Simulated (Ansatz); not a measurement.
# TiO2 (Rutile): band edges up the ladder, part 2 of 2

Aim: the gap, band edges and levels at named points of TiO2 (Rutile).

Ansatz 0.2.0; DFT PBE, scalar-relativistic, plane waves, PAW. The steps go on from the part before. Steps at another level of theory say so in their titles or inputs.

**4. The run at HSE06**

File input.yaml:

```yaml
crystal:
  lattice:
    - [4.6432750052, 0.0, 0.0]
    - [0.0, 4.6432750052, 0.0]
    - [0.0, 0.0, 2.9638820283]
  atoms:
    - { symbol: Ti, position: [0.0, 0.0, 0.0] }
    - { symbol: Ti, position: [0.5, 0.5, 0.5] }
    - { symbol: O, position: [0.3051282522, 0.3051282522, 0.0] }
    - { symbol: O, position: [0.1948717478, 0.8051282522, 0.5] }
    - { symbol: O, position: [0.6948717478, 0.6948717478, 0.0] }
    - { symbol: O, position: [0.8051282522, 0.1948717478, 0.5] }
basis:
  ecutwfc: 420
kpoints:
  mp_grid: { grid: [4, 4, 6] }
  band_path:
    path:
      - [0.0, 0.0, 0.0]
      - [0.0, 0.5, 0.0]
      - [0.5, 0.5, 0.0]
      - [0.0, 0.0, 0.5]
      - [0.0, 0.5, 0.5]
      - [0.5, 0.5, 0.5]
    npoints: 1
hamiltonian:
  xc: hse06
scf:
  occupations: { method: fixed }
  n_extra_bands: 6
output:
  eigenvalues: true
```

Run with:

```
$ ansatz run input.yaml --threads 2 --pin off --max-ram 5120MiB --backend cpu --events-out ev --progress --plain --runs-dir out
```

Output:

```text
Warning: RAYON_NUM_THREADS=2 ignored (pool sized by the plan → 2); use --threads N
scf.n_extra_bands = 6 over 24 filled bands (N_el = 48.0): the run solves 30 bands
Engine: ansatz 0.2.0, x86_64-unknown-linux-gnu
Pseudopotentials: kind: paw
Pseudopotential: Ti, paw, valence charge 12, recommended cutoff 420 eV (normal), Ti.paw.azcp
Pseudopotential: O, paw, valence charge 6, recommended cutoff 420 eV (normal), O.paw.azcp
Functional definition: HSE06
  parameter a = 0.25
  parameter omega = 0.11/bohr
  exchange = pbe_x - a*pbe_x_sr(omega) + a*exact_x_sr(omega)
  correlation = pbe_c
davidson cushion auto → on  (no smearing: the cushion is to keep the highest requested band from converging to the state above it; pin scf.eigensolver.cushion to override)
Crystal: 6 atoms, lattice volume = 63.901 Å³
Basis set: ecut = 420 eV, 1241 PW (Γ)
Bands: 30, of which v1, the nominal top of the filled ones, is band 24 counted from 1 (23 counted from 0)
Symmetry: 16 space group operations
Space group: P42/mnm (ITA 136), of the structure as read, at distance tolerance 4.0e-5 Å
k-points: 24 of 96
Non-local potential: Ti, projectors of the file, l = 0: 3, l = 1: 2, l = 2: 3, l = 3: 1
Non-local potential: O, projectors of the file, l = 0: 2, l = 1: 2, l = 2: 1
PAW form: soft (Blöchl's): semilocal exchange-correlation on the pseudo side does not see the compensation charge
PAW frozen core: Ti, regenerated for the run's functional, and the local potential with it (the file was generated under x = pbe(κ = 0.804, μ = 0.2195149727645171), c = pbe(β = 0.06672455060314922))
PAW frozen core: O, regenerated for the run's functional, and the local potential with it (the file was generated under x = pbe(κ = 0.804, μ = 0.2195149727645171), c = pbe(β = 0.06672455060314922))
PAW one-centre angular grid: Ti, 590 points (default); XC on 64 Gauss nodes
PAW one-centre angular grid: O, 110 points (default); XC on 96 Gauss nodes
Initial density: superposition of atomic densities (neutral atoms: chi_scale 0, normalization atom), corrected by the library's trained network
Initial wavefunctions: pseudopotential atomic-orbital guess
Functional: x = pbe(κ = 0.804, μ = 0.2195149727645171), c = pbe(β = 0.06672455060314922), warm-up for x = pbe(κ = 0.804, μ = 0.2195149727645171) + 0.25 (exact − pbe) at short range (hse, ω = 0.20786987370883472 Å⁻¹), c = pbe(β = 0.06672455060314922); HSE06 as pw.x's `hse` composes it (authors' and Libxc's form: `xc: wpbeh`)
SCF iter   1: F=—  HF=-7277.310580 eV  |F-HF|=—  |Δ(HF+E_count)|=         —  Δρ=2.26e-3  dr2=1.71e-3  ethr=1.77e-3  ⟨swp⟩=5.0  Hψ=3017  notcnv=0
preconditioner: auto → none  [insulator: Δε(μ)=1.841 eV  Ē_g=9.294 eV  n_scr=18 (ndim 8)  ℏωp=26.3 eV  f_vac=0.021]
SCF iter   2: F=—  HF=-7277.313142 eV  |F-HF|=—  |Δ(HF+E_count)|=   2.56e-3  Δρ=2.17e-3  dr2=2.37e-3  ethr=3.57e-6  ⟨swp⟩=4.8  Hψ=2729  notcnv=0
SCF iter   3: F=—  HF=-7277.313018 eV  |F-HF|=—  |Δ(HF+E_count)|=   1.24e-4  Δρ=1.02e-3  dr2=5.89e-4  ethr=3.57e-6  ⟨swp⟩=3.5  Hψ=1897  notcnv=0
iter 4 solved again at ethr=1.02e-7 eV; its pass at ethr=1.23e-6 eV (dr2=4.89e-5 eV) is discarded
SCF iter   4: F=-7277.313125 eV  HF=-7277.313113 eV  |F-HF|=1.22e-5  |Δ(HF+E_count)|=   9.49e-5  Δρ=3.56e-4  dr2=4.91e-5  ethr=1.02e-7  ⟨swp⟩=2.4  Hψ=3222  notcnv=0
SCF 1 stopped early in 4 iterations: F = -7277.313125 eV  dr2 = 4.91e-5
Initial density: handed on by an earlier stage of this run
Initial wavefunctions: those handed on with the density
Functional: x = pbe(κ = 0.804, μ = 0.2195149727645171) + 0.25 (exact − pbe) at short range (hse, ω = 0.20786987370883472 Å⁻¹), c = pbe(β = 0.06672455060314922); HSE06 as pw.x's `hse` composes it (authors' and Libxc's form: `xc: wpbeh`)
Exchange kernel: α = 0.2500, screened, ω = 0.2079 Å⁻¹, Wigner–Seitz truncation, v(0) = 1042.9628 eV·Å³, q-mesh 4×4×6, nearest image of the exchange supercell L = 17.78 Å, pair-density grid 30×30×20, without the augmentation charges, whose exchange is taken in its separable form by FFT convolution over the k-point mesh (sized by the pseudopotential files, 32×32×20 at the most), smooth part of the exact exchange by density-matrix convolution
Frozen-core exchange: fock
SCF iter   1: F=—  HF=-7276.045444 eV  |F-HF|=—  |Δ(HF+E_count)|=         —  Δρ=3.63e-2  dr2=1.18e0  ethr=1.02e-6  ⟨swp⟩=7.2  Hψ=4249  notcnv=0
preconditioner: auto → none  [insulator: Δε(μ)=4.240 eV  Ē_g=12.285 eV  n_scr=18 (ndim 8)  ℏωp=26.3 eV  f_vac=0.024]
SCF iter   2: F=—  HF=-7275.917860 eV  |F-HF|=—  |Δ(HF+E_count)|=   1.28e-1  Δρ=3.82e-2  dr2=9.23e-1  ethr=1.02e-6  ⟨swp⟩=6.8  Hψ=3806  notcnv=0  defer=26
SCF iter   3: F=—  HF=-7275.730389 eV  |F-HF|=—  |Δ(HF+E_count)|=   1.87e-1  Δρ=5.11e-3  dr2=2.38e-2  ethr=1.02e-6  ⟨swp⟩=6.1  Hψ=3589  notcnv=0  defer=1
SCF iter   4: F=—  HF=-7275.778684 eV  |F-HF|=—  |Δ(HF+E_count)|=   4.83e-2  Δρ=4.21e-3  dr2=1.56e-2  ethr=1.02e-6  ⟨swp⟩=4.1  Hψ=2907  notcnv=0
SCF iter   5: F=—  HF=-7275.774853 eV  |F-HF|=—  |Δ(HF+E_count)|=   3.83e-3  Δρ=8.22e-4  dr2=1.68e-4  ethr=1.02e-6  ⟨swp⟩=4.7  Hψ=2550  notcnv=0
SCF iter   6: F=-7275.775404 eV  HF=-7275.775410 eV  |F-HF|=5.74e-6  |Δ(HF+E_count)|=   5.57e-4  Δρ=2.48e-4  dr2=1.59e-5  ethr=2.71e-7  ⟨swp⟩=3.7  Hψ=2279  notcnv=0
SCF 2 stopped early in 6 iterations: F = -7275.775404 eV  dr2 = 1.59e-5
hybrid outer 1: dexx = +5.622e-2 eV, tail = 1.80e-4 eV
Exchange kernel: α = 0.2500, screened, ω = 0.2079 Å⁻¹, Wigner–Seitz truncation, v(0) = 1042.9628 eV·Å³, q-mesh 4×4×6, nearest image of the exchange supercell L = 17.78 Å, pair-density grid 30×30×20, without the augmentation charges, whose exchange is taken in its separable form by FFT convolution over the k-point mesh (sized by the pseudopotential files, 32×32×20 at the most), smooth part of the exact exchange by density-matrix convolution
Frozen-core exchange: fock
SCF iter   1: F=—  HF=-7275.774007 eV  |F-HF|=—  |Δ(HF+E_count)|=         —  Δρ=1.72e-4  dr2=1.81e-5  ethr=1.87e-6  ⟨swp⟩=3.0  Hψ=1779  notcnv=0
preconditioner: auto → none  [insulator: Δε(μ)=3.342 eV  Ē_g=11.518 eV  n_scr=18 (ndim 8)  ℏωp=26.3 eV  f_vac=0.028]
iter 2 solved again at ethr=8.69e-10 eV; its pass at ethr=3.50e-8 eV (dr2=4.17e-7 eV) is discarded
SCF iter   2: F=—  HF=-7275.774004 eV  |F-HF|=—  |Δ(HF+E_count)|=   3.09e-6  Δρ=3.64e-5  dr2=8.66e-7  ethr=8.69e-10  ⟨swp⟩=3.0  Hψ=3764  notcnv=0
SCF iter   3: F=-7275.774008 eV  HF=-7275.774008 eV  |F-HF|=6.76e-8  |Δ(HF+E_count)|=   4.17e-6  Δρ=1.73e-5  dr2=9.56e-8  ethr=8.69e-10  ⟨swp⟩=4.7  Hψ=2443  notcnv=0  defer=18
SCF 3 converged in 3 iterations: F = -7275.774008 eV  dr2 = 9.56e-8
hybrid outer 2: dexx = +4.514e-6 eV, tail = 2.84e-7 eV, Δε = 2.72e-3 eV (about 1.27e-4 eV left of the loop's levels)
NSCF: frozen V_eff on 6 k-points
hybrid SCF converged: 2 outer / 9 inner (+4 warm-up), last move |dexx| = 4.51e-6 eV, tail = 2.84e-7 eV
Stability not checked: this state was not tested for a lower state beside it, because the functional holds exact exchange (a hybrid, or Hartree-Fock), whose exchange loop this test does not read (fock_operator; see scf.lower_state_search)
Free energy (F): -7275.774007 eV
Frozen-core exchange: fock
Harris-Foulkes:  -7275.774008 eV  (|F-HF|=6.76e-8)
Internal energy: -7275.774007 eV  (E = F + TS)
E sigma→0 (E₀):  -7275.774007 eV
Fermi energy:    7.819184 eV
--- Per-component energies (eV) ---
  E_band       = -521.818945
  E_kinetic    = 1246.143668
  E_local      = -3107.353522  (includes V_loc(G=0)·N_el)
  E_nonlocal   = 184.945841
  E_hartree    = 1175.816560
  E_xc         = -396.062333
  E_vxc        = -497.168900  (∫ρ·V_xc dr)
  E_exx        = -156.701698  (= α·E_x^exact, valence–valence)
  E_paw        = -2657.771831  (= ΣΔE_a)
  E_vpaw       = -386.638234  (= ΣTr[D̂ρ^β])
  E_aug_tail   = 0.010169  (compensation charges beyond the density's cutoff)
  E_ewald      = -3564.350345
  E_core_change = -0.450516  (= ΣΔE_core)
  E_smearing   = -0.000000  (= −TS)
  E_closure    = 0.000000  (closes the sum)
  Σ components = -7275.774007   (vs F -7275.774007, Δ=9.09e-13)
--- Band table (eV; the first three rows and the last of 24) ---
  k-point 0: bands = ["-53.4542", "-53.4384", "-28.1032", "-28.1032", "-27.9402", "-27.9402", "-27.8914", "-27.8523", "-12.0141", "-10.8073", "-10.0531", "-10.0531", "1.6381", "2.1415", "2.6765", "3.7287", "3.7287", "5.0416", "5.0416", "5.7130", "7.1021", "7.3954", "7.3954", "7.8192", "11.1578", "11.4607", "11.7816", "11.8555", "11.8555", "13.5364"]
  k-point 1: bands = ["-53.4430", "-53.4294", "-28.0731", "-28.0731", "-28.0081", "-27.9757", "-27.9347", "-27.9347", "-11.7204", "-10.6441", "-10.1872", "-10.1872", "2.0540", "2.4482", "3.0266", "3.4709", "3.4709", "4.9069", "5.5559", "5.5559", "6.0585", "6.8712", "6.8712", "7.6640", "11.6144", "11.6981", "11.7615", "12.1533", "12.1533", "13.8492"]
  k-point 2: bands = ["-53.4199", "-53.4120", "-28.2337", "-28.2167", "-28.0063", "-28.0063", "-27.9295", "-27.9295", "-11.0487", "-10.4538", "-10.4538", "-10.3858", "2.9272", "3.0118", "3.5284", "3.5284", "3.7292", "4.0212", "4.5115", "5.6995", "5.6995", "6.0959", "6.0959", "6.8828", "11.6383", "12.1017", "12.6169", "12.7584", "12.7584", "13.1606"]
  k-point 23: bands = ["-53.4057", "-53.4057", "-28.3382", "-28.3382", "-27.9573", "-27.9573", "-27.9449", "-27.9449", "-10.6752", "-10.6752", "-10.3681", "-10.3681", "2.8447", "2.8447", "2.8780", "2.8780", "4.0486", "4.0486", "4.8571", "4.8571", "6.5379", "6.5379", "7.0686", "7.0686", "11.9094", "11.9094", "12.5924", "12.5924", "12.7401", "12.7401"]
```

Run time: 6.8 min. Hardware: 2 threads of Intel Xeon at 2.50GHz (Skylake/Cascade Lake), shared host; peak memory 1.6 GiB.

Levels at named points, in eV from the top of the last band filled by count:

```csv
point,band 22,band 23,band 24,band 25,band 26,band 27
Γ,-0.42,-0.42,0.00,3.34,3.64,3.96
X,-1.67,-0.78,-0.78,4.05,4.05,4.57
M,-1.38,-1.10,-1.10,3.36,3.36,4.06
Z,-2.36,-1.57,-1.57,4.46,4.46,4.86
R,-2.16,-1.07,-1.07,3.38,3.38,4.89
A,-1.28,-0.75,-0.75,4.09,4.09,4.77
```

**5. The ladder**

```csv
level,k mesh,gap (eV),least direct gap (eV),top at,bottom at,CPU time (s)
PBE on the hybrid's mesh,4×4×6,1.86,1.86,Γ,Γ,6.4
HSE06,4×4×6,3.34,3.34,Γ,Γ,290
```

Gaps are by band count over the mesh and the named points; a gap of 0 means that the bands overlap or touch.

**6. Results**

The summary covers parts 1 to 2.

| quantity | value |
| --- | --- |
| gap, HSE06 | 3.34 eV, direct |

**Reading.** At HSE06 the gap is 3.34 eV, from Γ to Γ. Against the measured gap of TiO2, 3.03 eV (direct; 1.6 K; quoted in “Shallow Valence Band of Rutile GeO2 and P-type Doping”, 2020, arxiv:2011.08928), the calculated 3.34 eV is off by +0.31 eV. 3 values of this kind are on record in papers (3.02 to 3.05 eV); this one was drawn at random among those near their median. That is HSE06, the nearest rung, at the geometry relaxed with PBE, without temperature or excitons.
